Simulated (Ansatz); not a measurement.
Ansatz input file:

```yaml
crystal:
  lattice:
    - [6.149999341, 0.0, 0.0]
    - [0.0, 8.6974124766, 0.0]
    - [0.0, 0.0, 25.969499341]
  atoms:
    - { symbol: C, position: [0.75540102, 0.2522858496, 0.6503949326] }
    - { symbol: F, position: [0.7504546912, 0.3470910429, 0.604287881] }
    - { symbol: H, position: [0.7737238155, 0.3344375412, 0.6819682615] }
    - { symbol: H, position: [0.6012498963, 0.1894631771, 0.6511073792] }
    - { symbol: H, position: [0.8942778775, 0.1745936674, 0.6458088112] }
basis:
  ecutwfc: 420
kpoints:
  mp_grid: { grid: [3, 2, 1] }
hamiltonian:
  xc: pbe
  dispersion: d3bj
scf:
  occupations: { method: gaussian, width: 0.05 }
output:
  forces: true
  eigenvalues: true
  write_density: true
  volumetric_format: npy
efield:
  axis: 3
  dipole_correction: true
  ramp_width: 0.04
```

Command:
```bash
ansatz run input.yaml --threads 4 --pin off --max-ram 10240MiB --backend cpu --events-out ev --progress --plain --runs-dir out
```

Level of theory: Ansatz 0.2.0, DFT PBE+D3(BJ), scalar-relativistic, plane waves, PAW.

Abridged output (iterations and final results):

```
SCF iter   1: F=—  HF=-1106.914944 eV  |F-HF|=—  |Δ(HF+E_count)|=         —  Δρ=1.28e-3  dr2=3.33e-2  ethr=1.77e-3  p=0.267 e·Å  D=3.47e-2 V/Å  ΔV_dip=-0.90 eV  dr2_dipole=4.13e-4  V_vac-E_F(+/−)=4.49/5.40 eV  ⟨swp⟩=8.5  Hψ=440  notcnv=0
efield: sawtooth ramp at fractional position 0.1231 (placed from the atoms, in the widest stretch of the axis that holds none; the zero of the levels goes with the place), width 0.0400; the density the first Hamiltonian is built on has a dipole p = 0.267 e·Å; the dipole correction subtracts the counter field D = 3.47e-2 V/Å, which shifts the + side's vacuum level by -0.90 eV against the − side's; the planar-averaged density in the ramp window peaks in size at 4.2e-7 e/Å³
SCF iter   2: F=—  HF=-1106.910725 eV  |F-HF|=—  |Δ(HF+E_count)|=   4.22e-3  Δρ=1.11e-3  dr2=9.23e-3  ethr=2.38e-4  p=0.305 e·Å  D=3.98e-2 V/Å  ΔV_dip=-1.03 eV  dr2_dipole=2.09e-6  V_vac-E_F(+/−)=4.19/5.22 eV  ⟨swp⟩=3.8  Hψ=138  notcnv=0  defer=4
SCF iter   3: F=—  HF=-1106.910361 eV  |F-HF|=—  |Δ(HF+E_count)|=   3.64e-4  Δρ=2.53e-4  dr2=1.19e-3  ethr=6.60e-5  p=0.307 e·Å  D=4.00e-2 V/Å  ΔV_dip=-1.04 eV  dr2_dipole=1.47e-5  V_vac-E_F(+/−)=4.19/5.23 eV  ⟨swp⟩=2.0  Hψ=86  notcnv=0  defer=4
SCF iter   4: F=—  HF=-1106.911700 eV  |F-HF|=—  |Δ(HF+E_count)|=   1.34e-3  Δρ=9.70e-5  dr2=1.37e-4  ethr=8.53e-6  p=0.315 e·Å  D=4.10e-2 V/Å  ΔV_dip=-1.07 eV  dr2_dipole=6.94e-7  V_vac-E_F(+/−)=4.11/5.17 eV  ⟨swp⟩=2.2  Hψ=74  notcnv=0  defer=4
SCF iter   5: F=—  HF=-1106.912095 eV  |F-HF|=—  |Δ(HF+E_count)|=   3.96e-4  Δρ=2.01e-5  dr2=5.10e-6  ethr=9.79e-7  p=0.318 e·Å  D=4.14e-2 V/Å  ΔV_dip=-1.07 eV  dr2_dipole=5.03e-9  V_vac-E_F(+/−)=4.06/5.14 eV  ⟨swp⟩=2.0  Hψ=82  notcnv=0  defer=4
SCF iter   6: F=—  HF=-1106.912125 eV  |F-HF|=—  |Δ(HF+E_count)|=   2.98e-5  Δρ=4.38e-6  dr2=1.51e-7  ethr=3.64e-8  p=0.318 e·Å  D=4.14e-2 V/Å  ΔV_dip=-1.08 eV  dr2_dipole=5.21e-10  V_vac-E_F(+/−)=4.05/5.13 eV  ⟨swp⟩=2.0  Hψ=77  notcnv=0  defer=4
SCF iter   7: F=-1106.912126 eV  HF=-1106.912126 eV  |F-HF|=7.28e-9  |Δ(HF+E_count)|=   1.20e-6  Δρ=5.68e-7  dr2=3.13e-9  ethr=7.14e-10  p=0.318 e·Å  D=4.14e-2 V/Å  ΔV_dip=-1.08 eV  dr2_dipole=6.26e-13  V_vac-E_F(+/−)=4.05/5.13 eV  ⟨swp⟩=13.5  Hψ=326  notcnv=0
SCF 1 converged in 7 iterations: F = -1106.912126 eV  dr2 = 3.13e-9
SCF converged after 7 iterations
Free energy (F): -1106.912126 eV
Harris-Foulkes:  -1106.912126 eV  (|F-HF|=7.28e-9)
Internal energy: -1106.912126 eV  (E = F + TS)
E sigma→0 (E₀):  -1106.912126 eV
Fermi energy:    -4.401224 eV
Dipole field:    D = 0.041440 V/Å  (p = 0.318120 e·Å, saw-weighted, corrected)
Work function:   Φ+ = 4.0490 eV   Φ− = 5.1251 eV
Levels:          The Fermi level and band energies are counted from a zero that moves with the ramp; work functions are not
--- Per-component energies (eV) ---
  E_band       = -191.923186
  E_kinetic    = 335.643943
  E_local      = -2986.372719  (includes V_loc(G=0)·N_el)
  E_nonlocal   = 105.318084
  E_hartree    = 1311.116766
  E_xc         = -153.432008
  E_vxc        = -194.613727  (∫ρ·V_xc dr)
  E_paw        = -301.063258  (= ΣΔE_a)
  E_vpaw       = -74.352427  (= ΣTr[D̂ρ^β])
  E_aug_tail   = -0.002163  (compensation charges beyond the density's cutoff)
  E_efield     = 0.006592  (sawtooth field / dipole correction)
  E_vefield    = 0.221224  (∫n·V_field dr)
  E_ewald      = 581.910295
  E_disp       = -0.037657  (pairwise vdW)
  E_smearing   =  0.000000  (= −TS)
--- Forces (eV/Å), atoms counted from 1 ---
  atom   1  C     -0.00644898     1.02094921    -1.59030213
  atom   2  F      0.00685956    -0.72508204     0.92002575
  atom   3  H      0.00681556    -0.24330410     0.26687731
  atom   4  H     -0.01114445    -0.03556103     0.19506118
  atom   5  H      0.00392691    -0.01700954     0.20832614
--- Band table (eV) ---
  k-point 0: bands = ["-28.9084", "-17.2241", "-11.4275", "-11.3092", "-11.2987", "-7.9049", "-7.8801", "-0.9226", "-0.3462", "-0.0859", "0.4248", "0.8369"]
  k-point 1: bands = ["-28.9084", "-17.2241", "-11.4275", "-11.3092", "-11.2986", "-7.9047", "-7.8801", "-0.6794", "-0.3848", "0.0404", "0.3414", "0.4417"]
  k-point 2: bands = ["-28.9084", "-17.2231", "-11.4259", "-11.3182", "-11.2990", "-7.9039", "-7.8876", "-0.4571", "-0.0614", "0.3157", "0.7261", "0.8609"]
  k-point 3: bands = ["-28.9084", "-17.2231", "-11.4260", "-11.3182", "-11.2989", "-7.9037", "-7.8876", "-0.2257", "-0.0832", "0.3970", "0.7714", "0.8545"]
```

Self-consistency was reached.

It took 2.4 s on 4 threads of AMD EPYC 7R43 64-Core Processor (Zen 3) (shared host), peak memory 1.1 GiB.